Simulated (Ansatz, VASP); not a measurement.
# Two plane-wave programs on MgS

The input INCAR:

```
PREC = Accurate ; ENCUT = 520
EDIFF = 1E-6 ; ISMEAR = 0
SIGMA = 0.05 ; LREAL = F
LASPH = T ; NELM = 80
ALGO = Normal ; ISIF = 2
LWAVE = F ; LCHARG = T
GGA = PE ; LELF = T
LVHAR = T ; NBANDS = 11
```

The input KPOINTS:

```
regular mesh
0
Gamma
  8 8 8
```

POSCAR

```
MgS
1.0
    0.0000000000      2.7057160000      2.6016500000
    2.7057160000      0.0000000000      2.6016500000
    2.7057160000      2.7057160000      0.0000000000
Mg S
1 1
Direct
    0.0000000000      0.0000000000      0.0000000000
    0.5000000000      0.5000000000      0.5000000000
```

Input for Ansatz:

```yaml
crystal:
  lattice:
    - [0.0, 2.705716, 2.60165]
    - [2.705716, 0.0, 2.60165]
    - [2.705716, 2.705716, 0.0]
  atoms:
    - { symbol: Mg, position: [0.0, 0.0, 0.0] }
    - { symbol: S, position: [0.5, 0.5, 0.5] }
basis:
  ecutwfc: 420
kpoints:
  mp_grid: { grid: [8, 8, 8] }
hamiltonian:
  xc: pbe
scf:
  occupations: { method: gaussian, width: 0.05 }
output:
  forces: true
  stress: true
  eigenvalues: true
```

Change from the starting cell: strain +0.040 along x and y, +0.000 along z, atoms carried along.

Alike in both runs: task single point; functional PBE; k mesh 8 × 8 × 8; occupations gaussian, width 0.05 eV; no spin polarisation.

|  | VASP | Ansatz |
| --- | --- | --- |
| version | VASP 6.6.1 | Ansatz 0.2.0 |
| potentials or method | VASP PAW PBE potentials, release 64 (Mg, S) | scalar-relativistic, plane waves, PAW |
| plane-wave cutoff (eV) | 520 | 420 |
| valence electrons in the cell | 8 | 16 |

```csv
,VASP,Ansatz,Ansatz less VASP
gap on the k mesh at the Fermi level (eV),2.45,2.46,+0.018
least direct gap on the mesh (eV),3.07,3.08,+0.014
pressure (GPa),-4.2,-3.9,+0.27
largest component of the traceless stress (GPa),1.82,1.84,+0.019
```

The functional is the same, so the differences come from potentials, cutoffs and numerics. The two sets of potentials don't hold the same shells in valence.

A k mesh can miss the band edges.
